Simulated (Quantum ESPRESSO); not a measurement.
## WC: projected density of states with PBEsol+U

The system is WC.

```
W C
1.0
     0.00000    2.19268    2.19268
     2.19268    0.00000    2.19268
     2.19268    2.19268    0.00000
W C
1 1
Direct
  0.00000 0.00000 0.00000
  0.50000 0.50000 0.50000
```

Measurements of this composition are mostly on another form, of space group No. 187.

```
Program             : Quantum ESPRESSO 7.5
Task                : projected density of states
Functional          : PBEsol
Potentials or basis : GBRV 1.5 PBEsol
Cutoff              : 762 eV
Density cutoff      : 6095 eV
k mesh              : 10 × 10 × 10
Occupations         : fermi-dirac, width 0.05 eV
Spin                : no spin polarisation
Hubbard terms       : W d U = 1 eV
Hubbard projectors  : ortho-atomic
Mixing beta         : 0.3
Most SCF iterations : 120
SCF threshold       : 4e-10 Ry
Dos occupations     : tetrahedra_opt
```

| Property | Result |
| --- | --- |
| Pressure | -9.3 GPa |
| Band gap on the k mesh | none (metal or under the smearing width) |
| Loewdin charges | W +0.25; C -0.22 e |

Levels at points of the mesh, in eV from the Fermi level:
| k point | band 7 | band 8 | band 9 | band 10 | band 11 | band 12 |
| --- | --- | --- | --- | --- | --- | --- |
| (0.00, 0.00, 0.00) | -2.81 | -2.81 | -1.08 | -1.08 | -1.08 | -1.00 |
| (0.00, 0.00, -0.50) | -6.62 | -6.62 | 0.99 | 0.99 | 2.26 | 4.83 |
| (0.00, -0.50, -0.50) | -5.66 | -2.54 | -2.54 | 0.82 | 2.22 | 2.22 |

States per cell in windows of 1 eV (zero at the Fermi level; states under -8 eV left out):
```tsv
from (eV)	total	W#1 d wfc3	C#2 p wfc2	C#2 s wfc1	W#1 p wfc5	W#1 s wfc4	W#1 p wfc2
-8.0	0.78	0.28	0.34	0.03	0.05	0.05	0.01
-7.0	1.32	0.59	0.56	0.02	0.11	0.02	0.02
-6.0	2.20	1.13	0.89	0.01	0.14	0.01	0.02
-5.0	0.65	0.33	0.28	0.00	0.02	0.00	0.00
-4.0	0.34	0.16	0.16	0.00	0.01	0.00	0.00
-3.0	0.48	0.26	0.19	0.00	0.02	0.00	0.00
-2.0	0.65	0.45	0.16	0.01	0.01	0.01	0.00
-1.0	0.83	0.63	0.16	0.01	0.01	0.01	0.00
0.0	1.28	1.02	0.20	0.03	0.01	0.01	0.00
1.0	1.61	1.28	0.25	0.03	0.01	0.02	0.00
2.0	1.65	1.19	0.36	0.02	0.01	0.06	0.00
3.0	0.56	0.30	0.15	0.04	0.02	0.05	0.00
4.0	0.52	0.25	0.14	0.05	0.02	0.05	0.00
5.0	0.82	0.34	0.15	0.15	0.06	0.08	0.00
6.0	0.98	0.35	0.20	0.24	0.11	0.04	0.00
7.0	0.62	0.16	0.15	0.11	0.10	0.05	0.00
```

Eigenvalues of the final occupation matrices:
```
  site  spin  trace               eigenvalues
W 1 5d  each   2.29  0.44 0.44 0.47 0.47 0.47
```

Wall time 33 s on 2 MPI ranks on Arm Neoverse V1, with other jobs on the host, peak memory 0.28 GiB a rank.

Caveat: U without spin polarisation on a metal has little footing; the U is typed as a test and isn't derived for this compound. Spin-orbit coupling is left out, which matters for the levels of W.
